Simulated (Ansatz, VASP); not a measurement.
One calculation of NaI, two programs

File INCAR:

```
SYSTEM = NaI
PREC     = Accurate       ! precision mode
ENCUT    = 520            ! plane-wave cutoff, eV
EDIFF    = 1E-7           ! SCF threshold, eV
ISMEAR   = 0              ! smearing method
SIGMA    = 0.05           ! smearing width, eV
LREAL    = .False.        ! projectors in reciprocal space
LASPH    = .True.         ! aspherical terms in the spheres
NELM     = 80             ! most SCF steps
ALGO     = Normal         ! electronic algorithm
ISIF     = 2              ! what is computed and relaxed
LWAVE    = .False.        ! write WAVECAR
LCHARG   = .False.        ! write CHGCAR
GGA      = PE             ! functional
NBANDS   = 14             ! bands
```

The input KPOINTS:

```
regular mesh
0
Gamma
  6 6 6
  0 0 0
```

Contents of POSCAR:

```
NaI
1.0
    0.0000000000      3.2364000000      3.2364000000
    3.2364000000      0.0000000000      3.2364000000
    3.2364000000      3.2364000000      0.0000000000
Na I
1 1
Direct
    0.0000000000      0.0000000000      0.0000000000
    0.5000000000      0.5000000000      0.5000000000
```

Input for Ansatz:

```yaml
crystal:
  lattice:
    - [0.0, 3.2364, 3.2364]
    - [3.2364, 0.0, 3.2364]
    - [3.2364, 3.2364, 0.0]
  atoms:
    - { symbol: Na, position: [0.0, 0.0, 0.0] }
    - { symbol: I, position: [0.5, 0.5, 0.5] }
basis:
  ecutwfc: 420
kpoints:
  mp_grid: { grid: [6, 6, 6] }
hamiltonian:
  xc: pbe
scf:
  occupations: { method: gaussian, width: 0.05 }
output:
  forces: true
  stress: true
  eigenvalues: true
  write_density: true
  write_potential: true
  elf: true
  volumetric_format: npy
```

Alike in both runs: task single point; functional PBE; k mesh 6 × 6 × 6; occupations gaussian, width 0.05 eV; no spin polarisation.

|  | VASP | Ansatz |
| --- | --- | --- |
| version | VASP 6.6.1 | Ansatz 0.2.0 |
| potentials or method | VASP PAW PBE potentials, release 64 (Na_pv, I) | scalar-relativistic, plane waves, PAW |
| plane-wave cutoff (eV) | 520 | 420 |
| valence electrons in the cell | 14 | 26 |

|  | VASP | Ansatz | Ansatz less VASP |
| --- | --- | --- | --- |
| gap on the k mesh at the Fermi level (eV) | 3.64 | 3.64 | +0.004 |
| least direct gap on the mesh (eV) | 3.64 | 3.64 | +0.004 |
| pressure (GPa) | 0.4 | 0.4 | -0.01 |

The two sets of potentials don't hold the same shells in valence.

Caveats: spin-orbit coupling is left out, which moves the levels of the heavy elements. As with any semilocal functional, this PBE gap is likely too small.
